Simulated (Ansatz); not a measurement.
# WS2: the cost of one run

The runs shown are made with Ansatz 0.2.0. PAW datasets, plane waves. No spin polarisation and no zero-point or thermal motion; the cell was built from a prototype and may be hypothetical.

**1. The system as given**

The cell was relaxed beforehand with r2SCAN+rVV10.

Space group P-3m1 (No. 164), trigonal; a = 3.229 Å, c = 5.994 Å in the conventional setting, 18.04 Å³ an atom. Around W lie 6 S at 2.42 Å; around S lie 3 W at 2.42 Å.

Structure file:

```
W S
1.0
     3.22876    0.00000    0.00000
    -1.61438    2.79619    0.00000
     0.00000    0.00000    5.99365
W S
1 2
Direct
  0.00000 0.00000 0.00000
  0.33333 0.66667 0.25668
  0.66667 0.33333 0.74332
```

**2. PBE bands along the symmetry lines**

input.yaml reads:

```yaml
crystal:
  lattice:
    - [3.2287643856, 0.0, 0.0]
    - [-1.6143821928, 2.7961919808, 0.0]
    - [0.0, 0.0, 5.9936452795]
  atoms:
    - { symbol: W, position: [0.0, 0.0, 0.0] }
    - { symbol: S, position: [0.3333333333, 0.6666666667, 0.2566832535] }
    - { symbol: S, position: [0.6666666667, 0.3333333333, 0.7433167465] }
kpoints:
  mp_grid: { grid: [12, 12, 4] }
  band_path:
    path:
      - [[0.0, 0.0, 0.0], [0.5, -2.772010127203e-17, 1.656989410692e-29], [0.3333333333333, 0.3333333333333, 1.336502844928e-32], [0.0, 0.0, 0.0], [-1.236259350785e-46, -2.59002740776e-46, 0.5], [0.5, -2.772010127204e-17, 0.5], [0.3333333333333, 0.3333333333333, 0.5], [-1.236259350785e-46, -2.59002740776e-46, 0.5]]
      - [[0.5, -2.772010127204e-17, 0.5], [0.5, -2.772010127203e-17, 1.656989410692e-29]]
      - [[0.3333333333333, 0.3333333333333, 0.5], [0.3333333333333, 0.3333333333333, 1.336502844928e-32]]
    npoints: 10
hamiltonian:
  xc: pbe
scf:
  occupations: { method: fermi_dirac, width: 0.02 }
  n_extra_bands: 4
output:
  forces: true
  stress: true
  eigenvalues: true
```

On the command line:

```sh
> ansatz run input.yaml --threads 2 --pin off --max-ram 2211MiB --backend cpu --events-out ev --progress --plain --runs-dir out
```

Q: Estimate wall time and peak memory on 2 threads of Arm Neoverse V1, shared host.

About 2.9 s, with a peak of 0.35 GiB.
